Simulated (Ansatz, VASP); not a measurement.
# One calculation of Al2Cu, two programs

The input INCAR:

```
SYSTEM = Al2Cu
  PREC = Accurate
  ENCUT = 520
  EDIFF = 1E-6
  ISMEAR = -1
  SIGMA = 0.05
  LREAL = .False.
  LASPH = .True.
  NELM = 100
  ALGO = Normal
  ISIF = 2
  LWAVE = .False.
  LCHARG = .False.
  GGA = CA
  NBANDS = 16
```

Contents of KPOINTS:

```
regular mesh
0
Gamma
  7 7 9
  0 0 0
```

The input POSCAR:

```
Al2Cu
1.0
    4.1856962056      0.0000000000      0.0000000000
    0.0000000000      4.1856962056      0.0000000000
    0.0000000000      0.0000000000      2.9480198084
Cu Al
1 2
Direct
    0.0000000000      0.0000000000      0.0000000000
    0.0000000000      0.5000000000      0.5000000000
    0.5000000000      0.0000000000      0.5000000000
```

File input.yaml:

```yaml
crystal:
  lattice:
    - [4.1856962056, 0.0, 0.0]
    - [0.0, 4.1856962056, 0.0]
    - [0.0, 0.0, 2.9480198084]
  atoms:
    - { symbol: Cu, position: [0.0, 0.0, 0.0] }
    - { symbol: Al, position: [0.0, 0.5, 0.5] }
    - { symbol: Al, position: [0.5, 0.0, 0.5] }
kpoints:
  mp_grid: { grid: [7, 7, 9] }
scf:
  occupations: { method: fermi_dirac, width: 0.05 }
hamiltonian:
  xc: lda
  pseudopotentials: { kind: all_electron, lapw: { basis_error: 0.002 } }
output:
  forces: true
  stress: true
  eigenvalues: true
```

Change from the starting cell: volume scaled by 1.06.

Alike in both runs: task single point; functional LDA; k mesh 7 × 7 × 9; occupations fermi-dirac, width 0.05 eV; no spin polarisation.

```csv
,VASP,Ansatz
version,VASP 6.6.1,Ansatz 0.2.0
potentials or method,"VASP PAW LDA potentials, release 64 (Cu, Al)","all-electron LAPW, scalar-relativistic"
plane-wave cutoff (eV),520,see its input
```

|  | VASP | Ansatz | Ansatz less VASP |
| --- | --- | --- | --- |
| gap on the k mesh at the Fermi level (eV) | none | none | - |
| pressure (GPa) | -8.9 | -9.0 | -0.17 |
| largest component of the traceless stress (GPa) | 0.66 | 0.66 | -0.002 |

A gap of «none» marks a metal or a gap that the smearing closes. Ansatz ran all-electron here, so the differences hold the error of VASP's frozen core and of both bases.
